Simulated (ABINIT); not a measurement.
Sb:

```
Sb
1.0
    -1.57654    1.57654    2.71194
     1.57654   -1.57654    2.71194
     1.57654    1.57654   -2.71194
Sb
1
Direct
  0.00000 0.00000 0.00000
```

This isn't the form of Sb at room conditions, which is rhombohedral.

Program: ABINIT 10.8.3 (patched build). Alike in all runs: task single point; potentials or basis JTH PAW PBE v2.0; no spin polarisation; cell as given; k mesh 12 × 12 × 12; cutoff (eV) 517; smearing fermi-dirac 0.05 eV.

Q: Order these runs on this cell by their pressure, lowest first.
A. level revPBE
B. level BLYP
C. level PBEsol

A: C (-1.5 GPa), A (2.5 GPa), B (7.2 GPa).

Caveats: the PAW data sets were made with another functional, which shifts forces and pressure a little.

Runs at the PBE level aren't shown here.
